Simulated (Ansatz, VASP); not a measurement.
**SiGe7 (random alloy of the diamond Si-Ge line, x = 0.875) in two plane-wave programs**

Wanted: the spread between two codes on one cell, functional and k mesh. The structure shown is the start of the Ansatz relaxation below; VASP solves that cell, so the two are compared at the walk's first step.

Calculated with Ansatz 0.2.0; plane waves, with VASP 6.6.1 beside it; single point at PBE.

## Step 1: The starting structure

The cell holds 64 atoms: 56 Ge and 8 Si. Its edges and angles: a = 11.447 Å, b = 11.447 Å, c = 11.447 Å, α = 90.0°, β = 90.0°, γ = 90.0°. It derives from Si (diamond Si-Ge), repeated 2×2×2. Diamond Si-Ge: 64 atoms, 56 of 64 Si sites given to Ge at random, cell and internal coordinates interpolated linearly between the end members (Vegard's rule); (so at first; earlier steps may have moved the atoms), displaced by a Gaussian of 0.02 A. Lattice constants are starting values near those of PBE.

## Step 2: Ansatz: relaxation, PBE

Ansatz runs on its default PAW (the set named soft_2) files.

The two programs are compared at the cell with which this relaxation starts, whose forces are those of its first step.

Contents of input.yaml:

```yaml
crystal:
  lattice:
    - [11.44725, 0.0, 0.0]
    - [0.0, 11.44725, 0.0]
    - [0.0, 0.0, 11.44725]
  atoms:
    - { symbol: Ge, position: [0.00284, 0.99893, 0.99908] }
    - { symbol: Ge, position: [0.12313, 0.12651, 0.12098] }
    - { symbol: Ge, position: [0.00305, 0.24867, 0.25056] }
    - { symbol: Ge, position: [0.12456, 0.37755, 0.3714] }
    - { symbol: Si, position: [0.24944, 0.99933, 0.25198] }
    - { symbol: Ge, position: [0.37308, 0.1247, 0.37347] }
    - { symbol: Ge, position: [0.25007, 0.25102, 0.99808] }
    - { symbol: Ge, position: [0.377, 0.37658, 0.12588] }
    - { symbol: Ge, position: [0.00157, 0.99881, 0.49979] }
    - { symbol: Ge, position: [0.12337, 0.12453, 0.62593] }
    - { symbol: Si, position: [0.99879, 0.24931, 0.7488] }
    - { symbol: Ge, position: [0.12352, 0.37383, 0.87498] }
    - { symbol: Ge, position: [0.24805, 0.00041, 0.7529] }
    - { symbol: Ge, position: [0.3763, 0.12466, 0.87345] }
    - { symbol: Si, position: [0.24869, 0.25296, 0.50009] }
    - { symbol: Ge, position: [0.37389, 0.37533, 0.62867] }
    - { symbol: Si, position: [0.00021, 0.50108, 0.00052] }
    - { symbol: Ge, position: [0.12438, 0.623, 0.12439] }
    - { symbol: Ge, position: [0.99964, 0.75102, 0.25147] }
    - { symbol: Ge, position: [0.12663, 0.8755, 0.37655] }
    - { symbol: Si, position: [0.24868, 0.50219, 0.2509] }
    - { symbol: Ge, position: [0.37448, 0.62585, 0.37487] }
    - { symbol: Ge, position: [0.25198, 0.75266, 0.00382] }
    - { symbol: Ge, position: [0.37256, 0.87248, 0.12412] }
    - { symbol: Ge, position: [0.00028, 0.50153, 0.50055] }
    - { symbol: Ge, position: [0.12147, 0.62447, 0.62645] }
    - { symbol: Ge, position: [0.0004, 0.75133, 0.74961] }
    - { symbol: Ge, position: [0.12465, 0.87533, 0.87572] }
    - { symbol: Ge, position: [0.25035, 0.50021, 0.74883] }
    - { symbol: Ge, position: [0.37566, 0.62521, 0.87697] }
    - { symbol: Ge, position: [0.25209, 0.75032, 0.49934] }
    - { symbol: Ge, position: [0.37388, 0.87574, 0.62514] }
    - { symbol: Ge, position: [0.4994, 8.0e-05, 0.99892] }
    - { symbol: Si, position: [0.62622, 0.12422, 0.12714] }
    - { symbol: Si, position: [0.5007, 0.25104, 0.24809] }
    - { symbol: Ge, position: [0.6253, 0.37629, 0.37333] }
    - { symbol: Ge, position: [0.74953, 6.0e-05, 0.2476] }
    - { symbol: Ge, position: [0.87555, 0.12648, 0.3735] }
    - { symbol: Ge, position: [0.75061, 0.24771, 0.99993] }
    - { symbol: Ge, position: [0.87218, 0.37696, 0.12571] }
    - { symbol: Si, position: [0.49996, 0.99865, 0.50223] }
    - { symbol: Ge, position: [0.62844, 0.12175, 0.62716] }
    - { symbol: Ge, position: [0.50284, 0.25059, 0.7479] }
    - { symbol: Ge, position: [0.62651, 0.37468, 0.87394] }
    - { symbol: Ge, position: [0.74785, 0.00096, 0.75139] }
    - { symbol: Ge, position: [0.87391, 0.12591, 0.873] }
    - { symbol: Ge, position: [0.7514, 0.25008, 0.49967] }
    - { symbol: Ge, position: [0.87482, 0.37652, 0.62631] }
    - { symbol: Ge, position: [0.50093, 0.50024, 0.00014] }
    - { symbol: Ge, position: [0.62608, 0.62541, 0.12619] }
    - { symbol: Ge, position: [0.49946, 0.74575, 0.25181] }
    - { symbol: Ge, position: [0.62882, 0.87577, 0.37483] }
    - { symbol: Ge, position: [0.74976, 0.49979, 0.25003] }
    - { symbol: Ge, position: [0.87304, 0.6241, 0.37326] }
    - { symbol: Ge, position: [0.75043, 0.74948, 0.00087] }
    - { symbol: Ge, position: [0.87469, 0.87672, 0.12537] }
    - { symbol: Ge, position: [0.50383, 0.49669, 0.49887] }
    - { symbol: Ge, position: [0.62658, 0.62942, 0.62457] }
    - { symbol: Ge, position: [0.50008, 0.7496, 0.75233] }
    - { symbol: Ge, position: [0.6245, 0.87619, 0.87444] }
    - { symbol: Ge, position: [0.74778, 0.50055, 0.75088] }
    - { symbol: Ge, position: [0.87726, 0.62481, 0.87392] }
    - { symbol: Ge, position: [0.75098, 0.75042, 0.50049] }
    - { symbol: Ge, position: [0.87487, 0.87703, 0.62565] }
kpoints:
  mp_grid: { grid: [1, 1, 1] }
hamiltonian:
  xc: pbe
scf:
  occupations: { method: fermi_dirac, width: 0.025 }
output:
  forces: true
relax:
  f_tol: 0.04
  max_steps: 150
  cell: {}
```

Launch:

```sh
ansatz run input.yaml --threads 4 --pin off --max-ram 8192MiB --backend cpu --events-out ev --progress --plain --runs-dir out
```

Numbers of over 12 decimals in the logs are rounded to 6 here.

The log of the run:

```text
Engine: ansatz 0.2.0, aarch64-unknown-linux-gnu
Pseudopotentials: kind: paw
Pseudopotential: Ge, paw, valence charge 14, recommended cutoff 420 eV (normal), Ge.paw.azcp
Pseudopotential: Si, paw, valence charge 4, recommended cutoff 420 eV (normal), Si.paw.azcp
Functional definition: PBE
  parameter kappa = 0.804
  parameter beta = 0.066725
  exchange = pbe_x(kappa = kappa, mu = beta*pi^2/3)
  correlation = pbe_c(beta = beta)
Crystal: 64 atoms, lattice volume = 1500.042 Å³
Basis set: ecut = 420 eV, 29279 PW (Γ), exchange–correlation on 160×160×160 points (8 copies of the dense FFT grid, shifted against one another)
Bands: 490, of which v1, the nominal top of the filled ones, is band 408 counted from 1 (407 counted from 0)
Symmetry: 1 space group operations
Space group: P1 (ITA 1), of the structure as read, at distance tolerance 1.1e-4 Å
k-points: 1
Non-local potential: Ge, projectors of the file, l = 0: 2, l = 1: 2, l = 2: 3, l = 3: 1
Non-local potential: Si, projectors of the file, l = 0: 2, l = 1: 2, l = 2: 2
PAW form: soft (Blöchl's): semilocal exchange-correlation on the pseudo side does not see the compensation charge
PAW one-centre angular grid: Ge, 590 points (default); XC on 64 Gauss nodes
PAW one-centre angular grid: Si, 110 points (default); XC on 64 Gauss nodes
Initial density: superposition of atomic densities (neutral atoms: chi_scale 0, normalization atom), corrected by the library's trained network
Initial wavefunctions: pseudopotential atomic-orbital guess
Functional: x = pbe(κ = 0.804, μ = 0.219515), c = pbe(β = 0.066725)
SCF iter   1: F=—  HF=-245595.829824 eV  |F-HF|=—  |Δ(HF+E_count)|=         —  Δρ=1.95e-3  dr2=1.27e-1  ethr=1.77e-3  ⟨swp⟩=6.0  Hψ=1617  notcnv=0  defer=48
preconditioner: auto → LDOS  [insulator: Δε(μ)=0.058 eV  Ē_g=21.588 eV  σ=0.025 eV  W_gap=0.50  n_scr=388 (ndim 8)  ℏωp=27.4 eV  f_vac=0.064  D(μ)=41.47/eV (n_scr^D=256)  ε∞_Penn≈2.6  β→1.0]
SCF iter   2: F=—  HF=-245595.802440 eV  |F-HF|=—  |Δ(HF+E_count)|=   2.74e-2  Δρ=1.77e-3  dr2=4.72e-2  ethr=1.56e-5  ⟨swp⟩=2.0  Hψ=989  notcnv=0  defer=65
SCF iter   3: F=—  HF=-245595.776958 eV  |F-HF|=—  |Δ(HF+E_count)|=   2.55e-2  Δρ=4.14e-4  dr2=9.49e-3  ethr=5.79e-6  ⟨swp⟩=2.0  Hψ=850  notcnv=0  defer=65
SCF iter   4: F=—  HF=-245595.774917 eV  |F-HF|=—  |Δ(HF+E_count)|=   2.04e-3  Δρ=1.67e-4  dr2=1.56e-3  ethr=1.16e-6  ⟨swp⟩=2.0  Hψ=503  notcnv=0  defer=65
SCF iter   5: F=—  HF=-245595.774576 eV  |F-HF|=—  |Δ(HF+E_count)|=   3.40e-4  Δρ=6.27e-5  dr2=1.69e-4  ethr=1.92e-7  ⟨swp⟩=2.0  Hψ=836  notcnv=0  defer=65
SCF iter   6: F=—  HF=-245595.774525 eV  |F-HF|=—  |Δ(HF+E_count)|=   5.15e-5  Δρ=1.89e-5  dr2=1.52e-5  ethr=2.07e-8  ⟨swp⟩=2.0  Hψ=834  notcnv=0  defer=65
SCF iter   7: F=—  HF=-245595.776427 eV  |F-HF|=—  |Δ(HF+E_count)|=   1.90e-3  Δρ=7.17e-6  dr2=3.70e-6  ethr=1.86e-9  ⟨swp⟩=2.0  Hψ=834  notcnv=0  defer=65
SCF iter   8: F=—  HF=-245595.776427 eV  |F-HF|=—  |Δ(HF+E_count)|=   2.97e-7  Δρ=3.23e-6  dr2=1.09e-6  ethr=4.54e-10  ⟨swp⟩=2.0  Hψ=838  notcnv=0  defer=65
SCF iter   9: F=—  HF=-245595.776426 eV  |F-HF|=—  |Δ(HF+E_count)|=   1.20e-7  Δρ=1.69e-6  dr2=2.64e-7  ethr=1.34e-10  ⟨swp⟩=3.0  Hψ=838  notcnv=0  defer=65
SCF iter  10: F=-245595.776426 eV  HF=-245595.776426 eV  |F-HF|=2.88e-8  |Δ(HF+E_count)|=   4.82e-8  Δρ=8.61e-7  dr2=4.02e-8  ethr=1.23e-11  ⟨swp⟩=3.0  Hψ=1312  notcnv=0
SCF 1 converged in 10 iterations: F = -245595.776426 eV  dr2 = 4.02e-8
  greatest PAW one-centre occupation: 0.998 electrons in one spin orbital (limit 2), on the Ge atom at site 23 (counted from 0), in its partial waves of l = 2
relax step   1: F+E_penalty+E_count = -245595.77642634 eV  Δ(F+E_penalty+E_count) = +0.000e0 eV  max|allowed force component| = 8.440e-1 eV/Å  Δτ_max = 0.0000 Å  P = +1.556 GPa  Ω = 1500.042 Å³  (10 SCF iters, dr2 threshold 1.00e-7 eV, accepted)
Crystal: 64 atoms, lattice volume = 1532.378 Å³
Basis set: ecut = 420 eV, 29943 PW (Γ), exchange–correlation on 160×160×160 points (8 copies of the dense FFT grid, shifted against one another)
Initial density: handed on by an earlier stage of this run
Initial wavefunctions: those handed on with the density
iter 1 solved again at ethr=3.10e-5 eV; its pass at ethr=3.10e-3 eV (dr2=2.53e-1 eV) is discarded
SCF iter   1: F=—  HF=-245596.623082 eV  |F-HF|=—  |Δ(HF+E_count)|=         —  Δρ=5.03e-3  dr2=2.55e-1  ethr=3.10e-5  ⟨swp⟩=3.0  Hψ=2208  notcnv=0
preconditioner: auto → LDOS  [insulator: Δε(μ)=0.153 eV  Ē_g=21.459 eV  σ=0.025 eV  W_gap=0.52  n_scr=388 (ndim 8)  ℏωp=27.1 eV  f_vac=0.081  D(μ)=50.53/eV (n_scr^D=378)  ε∞_Penn≈2.6  β→1.0]
SCF iter   2: F=—  HF=-245596.625948 eV  |F-HF|=—  |Δ(HF+E_count)|=   2.87e-3  Δρ=1.33e-3  dr2=4.77e-2  ethr=3.10e-5  ⟨swp⟩=5.0  Hψ=1044  notcnv=0
SCF iter   3: F=—  HF=-245596.618667 eV  |F-HF|=—  |Δ(HF+E_count)|=   7.28e-3  Δρ=6.08e-4  dr2=1.71e-2  ethr=5.84e-6  ⟨swp⟩=3.0  Hψ=973  notcnv=0
[...]
atom  12  Ge     0.00237791     0.00518348     0.00595785
  atom  13  Ge     0.00067067    -0.00442403    -0.00637527
  atom  14  Ge     0.00001142     0.00607022     0.00556420
  atom  15  Si     0.00085014    -0.00370748    -0.00702250
  atom  16  Ge     0.00223738     0.00679461     0.00515794
  atom  17  Si    -0.00087195    -0.00203368    -0.00543265
  atom  18  Ge     0.00234673     0.00307039     0.00401333
  atom  19  Ge    -0.00084604    -0.00502887    -0.00296460
  atom  20  Ge    -0.00186241     0.00303164     0.00588616
  atom  21  Si    -0.00099799    -0.00425240    -0.00704562
  atom  22  Ge     0.00040463     0.00641859     0.00594311
  atom  23  Ge     0.00092255    -0.00311130    -0.00215960
  atom  24  Ge    -0.00094775     0.00437398     0.00281602
  atom  25  Ge    -0.00004497    -0.00471094    -0.00375864
  atom  26  Ge     0.00082722     0.00468985     0.00525859
  atom  27  Ge    -0.00217632    -0.00492717    -0.00562640
  atom  28  Ge     0.00092380     0.00519937     0.00577544
  atom  29  Ge    -0.00010867    -0.00518238    -0.00453638
  atom  30  Ge     0.00145257     0.00553458     0.00460601
  atom  31  Ge    -0.00051344    -0.00585433    -0.00529840
  atom  32  Ge    -0.00173352     0.00294331     0.00393285
  atom  33  Ge    -0.00083604    -0.00579471    -0.00472081
  atom  34  Si     0.00135167     0.00187863     0.00500571
  atom  35  Si    -0.00225556    -0.00180643    -0.00600192
[...]
atom  57  Ge     0.00038662    -0.00464622    -0.00549719
  atom  58  Ge    -0.00026151     0.00470192     0.00280146
  atom  59  Ge     0.00090607    -0.00460233    -0.00356664
  atom  60  Ge    -0.00032440     0.00526400     0.00395584
  atom  61  Ge     0.00062438    -0.00433454    -0.00477940
  atom  62  Ge     0.00048617     0.00312609     0.00620929
  atom  63  Ge    -0.00030482    -0.00479309    -0.00269290
  atom  64  Ge     0.00066406     0.00489672     0.00394507
  max |Σ_I F_I| component: 4.43e-7 eV/Å
--- Stress (GPa, compression-positive) ---
        0.001205      -0.006226      -0.010293
       -0.006226      -0.010011       0.013091
       -0.010293       0.013091       0.017168
  P = ⅓ Tr σ = 0.0028 GPa (0.028 kbar)
--- Relaxed structure (8 steps of the walk, 5 accepted, 1 SCFs on fresh bases) ---
  F+E_penalty+E_count = -245596.87333575 eV   max|allowed force component| = 7.109e-3 eV/Å   (the final SCF, on the basis selected at the relaxed cell)
  cell:  # Å, volume = 1547.5171 Å³
    - [11.520785, 0.062830, -0.152168]
    - [0.062830, 11.553327, 0.169662]
    - [-0.152168, 0.169662, 11.631298]
  atoms:
    - { symbol: Ge, position: [0.00329511, 0.999355, 1.000266] }
    - { symbol: Ge, position: [0.125565, 0.124792, 0.127662] }
    - { symbol: Ge, position: [0.00374005, 0.249365, 0.249976] }
    - { symbol: Ge, position: [0.128195, 0.376349, 0.374702] }
    - { symbol: Si, position: [0.253417, 0.999840, 0.252056] }
    - { symbol: Ge, position: [0.374161, 0.126396, 0.374608] }
    - { symbol: Ge, position: [0.251286, 0.249530, 1.001443] }
    - { symbol: Ge, position: [0.373920, 0.375426, 0.129704] }
    - { symbol: Ge, position: [0.00357716, 0.999951, 0.500131] }
    - { symbol: Ge, position: [0.123785, 0.132344, 0.624318] }
    - { symbol: Si, position: [1.002925, 0.249220, 0.751140] }
    - { symbol: Ge, position: [0.118617, 0.376714, 0.875126] }
    - { symbol: Ge, position: [0.252887, 9.90802204918137e-7, 0.749101] }
    - { symbol: Ge, position: [0.372968, 0.128014, 0.876041] }
    - { symbol: Si, position: [0.252971, 0.247839, 0.498626] }
    - { symbol: Ge, position: [0.369951, 0.374347, 0.621799] }
    - { symbol: Si, position: [0.00201728, 0.497151, 5.965946139090475e-5] }
    - { symbol: Ge, position: [0.123170, 0.621069, 0.124339] }
    - { symbol: Ge, position: [1.003373, 0.747693, 0.249814] }
    - { symbol: Ge, position: [0.125597, 0.879553, 0.372256] }
    - { symbol: Si, position: [0.252388, 0.496868, 0.250165] }
    - { symbol: Ge, position: [0.370128, 0.624577, 0.371782] }
    - { symbol: Ge, position: [0.251952, 0.748370, 0.0020977] }
    - { symbol: Ge, position: [0.370647, 0.880224, 0.127641] }
    - { symbol: Ge, position: [0.00421954, 0.497024, 0.500236] }
    - { symbol: Ge, position: [0.123289, 0.627684, 0.624319] }
    - { symbol: Ge, position: [0.00270324, 0.747823, 0.750846] }
    - { symbol: Ge, position: [0.123524, 0.877396, 0.874363] }
    - { symbol: Ge, position: [0.250930, 0.496610, 0.750260] }
[...]
- { symbol: Si, position: [0.620898, 0.130135, 0.127287] }
    - { symbol: Si, position: [0.502477, 0.245849, 0.249711] }
[...]
- { symbol: Si, position: [0.501132, 0.999693, 0.499039] }
[...]
- { symbol: Ge, position: [0.500836, 0.496523, 0.498109] }
    - { symbol: Ge, position: [0.622669, 0.625737, 0.624273] }
    - { symbol: Ge, position: [0.502294, 0.749340, 0.750451] }
    - { symbol: Ge, position: [0.623036, 0.878767, 0.876480] }
    - { symbol: Ge, position: [0.753401, 0.497263, 0.751345] }
    - { symbol: Ge, position: [0.875302, 0.624774, 0.877381] }
    - { symbol: Ge, position: [0.751899, 0.749147, 0.500222] }
    - { symbol: Ge, position: [0.873608, 0.877577, 0.624671] }
```

[end of part 1 of 2]

[Lines on the potential files, build, host, timing and source positions are cut from VASP's logs without a mark.]

[Logs are printed without paths, hosts, clocks, repeated set-up lines and the standing remarks that a program may print on its own settings, such as how far it seeks lower states.]

[Hosts, paths, dates, database ids (printed as entryN), source tags and the programs' standing remarks are cut or masked in the printed files.]
